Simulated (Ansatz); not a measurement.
# TePb under strain

Method: DFT PBE, scalar-relativistic, plane waves, PAW (Ansatz). Settings: 420 eV cutoff, 6×6×4 k-mesh, Gaussian smearing of 0.02 eV, no spin polarisation.

Reference structure (relaxed):

```
CELL_PARAMETERS angstrom
3.28480 3.28480 0.00000
-3.28480 3.28480 0.00000
0.00000 0.00000 6.56961
ATOMIC_POSITIONS crystal
Te 0.00000 0.00000 0.00000
Te 0.50000 0.50000 0.50000
Pb 0.50000 0.50000 0.00000
Pb 0.00000 0.00000 0.50000
```

Deformation: uniaxial strain along a, with the lengths of b and c and the atoms relaxed and the angles held, all within the symmetry that the strain leaves. Energies are extrapolated to zero smearing. Stress is positive in compression, on the Cartesian axes of the cell above. On this cell's mesh the reference holds a stress of up to 0.19 GPa. Gaps are Kohn–Sham gaps over the whole zone.

Spin-orbit coupling is left out, which matters for the bands and energies of heavy elements.

```tsv
strain (%)	ΔE (meV/atom)	a (Å)	b (Å)	c (Å)	σxx (GPa)	σyy (GPa)	σzz (GPa)	σyz (GPa)	σxz (GPa)	σxy (GPa)	gap (eV)
-4.5	10.1	4.436	4.768	6.583	1.03	1.03	0.00	0.00	0.00	1.04	0.41
-3.0	4.3	4.506	4.724	6.583	0.67	0.67	0.00	0.00	0.00	0.67	0.57
-1.5	?	4.576	?	?	?	?	?	?	?	?	?
+0.0	0.0	4.645	4.645	6.570	-0.10	-0.10	0.19	0.00	0.00	0.00	0.83
+1.5	1.2	4.715	4.597	6.580	-0.36	-0.36	0.00	0.00	0.00	-0.36	0.72
+3.0	4.6	4.785	4.558	6.577	-0.69	-0.69	0.00	0.00	0.00	-0.69	0.62
+4.5	?	4.854	?	?	?	?	?	?	?	?	?
```

Task: Fill in the row at -1.5 %.

Result: ΔE 0.9 meV/atom; b 4.680 Å; c 6.583 Å; σxx 0.32 GPa; σyy 0.32 GPa; σzz 0.00 GPa; σyz 0.00 GPa; σxz 0.00 GPa; σxy 0.32 GPa; gap 0.71 eV.

Task: Fill in the row at +4.5 %.

Result: ΔE 10.1 meV/atom; b 4.521 Å; c 6.574 Å; σxx -1.01 GPa; σyy -1.01 GPa; σzz -0.01 GPa; σyz 0.00 GPa; σxz 0.00 GPa; σxy -1.01 GPa; gap 0.51 eV.